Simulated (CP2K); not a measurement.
Crystal: TiO2 (Anatase).

```
CELL_PARAMETERS angstrom
5.45820 0.00000 0.00000
2.83460 4.66444 0.00000
-4.14640 -2.33222 2.67583
ATOMIC_POSITIONS crystal
Ti 0.75000 0.25000 0.50000
Ti 0.00000 0.00000 0.00000
O 0.79190 0.79190 0.00000
O 0.54190 0.04190 0.50000
O 0.95810 0.45810 0.50000
O 0.20810 0.20810 0.00000
```

Base run:

| Quantity | Value |
| --- | --- |
| Program | CP2K 2026.2 |
| Functional | PBE |
| Potentials or basis | GTH_POTENTIALS Ti GTH-PBE-q12, O GTH-PBE-q6; DZVP-MOLOPT-SR-GTH basis |
| Density cutoff | 8163 eV |
| k mesh | 8 × 8 × 8 |
| Occupations | fermi-dirac, width 0.05 eV |
| Spin | no spin polarisation |
| Hubbard terms | Ti d U = 2.0 eV |

Its results: band gap on the k mesh 2.29 eV, indirect (least direct gap 2.62 eV); largest force 0.063 eV/Å.

The run is repeated on the same cell with these changes: hubbard terms from Ti d U = 2.0 eV to none. What comes out?

Band gap on the k mesh 2.07 eV, indirect (least direct gap 2.39 eV); largest force 0.100 eV/Å.

The U term pushes filled and empty states of the shell apart.

Caveats: the basis of atomic orbitals isn't converged, which shifts pressures, moduli and gaps; this program's U acts on Mulliken populations of all basis functions of the shell, so it isn't the U of plane-wave codes (some runs); energies scatter by some meV and the pressure isn't listed (some runs).

A k mesh can miss the band edges.
